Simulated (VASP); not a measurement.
Crystal: HgSe (mix).

```
Hg Se
1.0
     0.00000    3.03900    3.03900
     3.03900    0.00000    3.03900
     3.03900    3.03900    0.00000
Hg Se
1 1
Direct
  0.00000 0.00000 0.00000
  0.25000 0.25000 0.25000
```

- Program: VASP 6.6.1
- Task: relaxation of cell and atoms
- Functional: PBE
- Potentials or basis: VASP PAW PBE potentials, release 64 (Hg, Se)
- Cutoff: 600 eV
- k mesh: 12 × 12 × 12
- Occupations: gaussian, width 0.1 eV
- Spin: no spin polarisation

At the start: pressure 5.1 GPa; volume 28.07 Å³/atom.

Problem. How do energy, volume and symmetry change on relaxing?

Solution. Over 7 steps the energy falls by 39.2 meV/atom and the volume is 30.81 Å³/atom (+9.8 %); space group F-43m (No. 216, to 0.05 Å).

Step by step:
```
step  energy change (eV)  largest force (eV/Å)  pressure (GPa)  volume (Å³)
   1              0.0000                0.0000            5.05        56.13
   2             -0.0702                0.0000           -1.26        63.64
   3             -0.0785                0.0000            0.02        61.58
   4             -0.0785                0.0000           -0.08        61.70
   5             -0.0785                0.0000            0.07        61.56
   6             -0.0785                0.0000           -0.02        61.62
   7             -0.0785                0.0000            0.00        61.61
```

Final structure:
```
Hg Se
1.0
     0.00000    3.13479    3.13479
     3.13479    0.00000    3.13479
     3.13479    3.13479    0.00000
Hg Se
1 1
Direct
  0.00000 0.00000 0.00000
  0.25000 0.25000 0.25000
```
